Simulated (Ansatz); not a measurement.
# O (hcp type): how the settings move a single-point run

Aim: see which settings change the result for O (hcp type), by how much, and at what cost.

Program: Ansatz 0.2.0. Level of theory: reference: DFT, PBE, all-electron LAPW, scalar-relativistic. These are calculated values, not measurements.

**1. The starting structure**

The structure is hexagonal, space group P6_3/mmc (No. 194). Conventional cell: a = 2.620 Å, b = 2.620 Å, c = 2.605 Å, α = 90.00°, β = 90.00°, γ = 120.00°. O (site symmetry -6m2) has 6 O at 2.00 Å as nearest neighbours.

Structure file:

```cif
data_structure
_symmetry_space_group_name_H-M 'P6_3/mmc'
_symmetry_Int_Tables_number 194
_cell_length_a 2.6202
_cell_length_b 2.6202
_cell_length_c 2.6046
_cell_angle_alpha 90.000
_cell_angle_beta 90.000
_cell_angle_gamma 120.000
_cell_volume 15.49
loop_
_atom_site_label
_atom_site_type_symbol
_atom_site_symmetry_multiplicity
_atom_site_Wyckoff_symbol
_atom_site_fract_x
_atom_site_fract_y
_atom_site_fract_z
_atom_site_occupancy
O1 O 2 c 0.33333 0.66667 0.25000 1
```

**2. Baseline**

Contents of input.yaml:

```yaml
crystal:
  lattice:
    - [2.6201771642, 0.0, 0.0]
    - [-1.3100885821, 2.2691399866, 0.0]
    - [0.0, 0.0, 2.6046128253]
  atoms:
    - { symbol: O, position: [0.3333333333, 0.6666666667, 0.25] }
    - { symbol: O, position: [0.6666666667, 0.3333333333, 0.75] }
kpoints:
  mp_grid: { grid: [17, 17, 9] }
scf:
  occupations: { method: fermi_dirac, width: 0.08 }
hamiltonian:
  xc: pbe
  pseudopotentials: { kind: all_electron, lapw: { basis_error: 0.001 } }
output:
  forces: true
  stress: true
  eigenvalues: true
  populations: true
```

The run is started by

```sh
$ ansatz run input.yaml --threads 1 --pin off --max-ram 2048MiB --backend cpu --events-out ev --progress --plain --runs-dir out
```

**3. Changed: starting moments, spin_polarized true**

input.yaml: that of step 2 with these lines changed.

```diff
@@ -6,4 +6,4 @@
   atoms:
-    - { symbol: O, position: [0.3333333333, 0.6666666667, 0.25] }
-    - { symbol: O, position: [0.6666666667, 0.3333333333, 0.75] }
+    - { symbol: O, position: [0.3333333333, 0.6666666667, 0.25], spin: 1.0 }
+    - { symbol: O, position: [0.6666666667, 0.3333333333, 0.75], spin: -2.0 }
 kpoints:
@@ -20 +20,3 @@
   populations: true
+magnetization:
+  spin_polarized: true
```

**Question.** What will these runs give? Wanted: for each run, ending; energy change; pressure; gap; force.

As calculated:

| run | ending | energy change | pressure (GPa) | gap (eV) | force (eV/Å) | cycles | time |
| --- | --- | --- | --- | --- | --- | --- | --- |
| reference | converged | 0 | 8.5 | 0.00 | 0.00 | 6 | 5.4 s |
| 1: starting moments, spin_polarized true | converged | 0.0 meV/atom | 8.5 | 0.00 | 0.00 | 17 | 30 s |

Residual by cycle in the longest SCF loop of each run; runs are numbered as in the table. The quantity is the density residual dr2, in eV.

| cycle | reference | run 1 |
| --- | --- | --- |
| 1 | 0.0142 | 0.165 |
| 2 | 0.00576 | 0.123 |
| 4 | 3.9e-6 | 0.0115 |
| 5 | 7.5e-8 | 0.0072 |
| 7 | - | 0.00617 |
| 8 | - | 0.00279 |
| 10 | - | 2.4e-5 |
| 11 | - | 1.1e-5 |
| 13 | - | 1.1e-7 |
| 14 | - | 1.4e-8 |
| 16 | - | 1.4e-11 |
| 17 | - | 2.2e-11 |

What this shows: With the changed spin polarisation the energy stays within 0.5 meV/atom: no moment survives, so both runs end on the same non-magnetic state. Semilocal functionals close small gaps, so the missing gap need not be the real solid's.
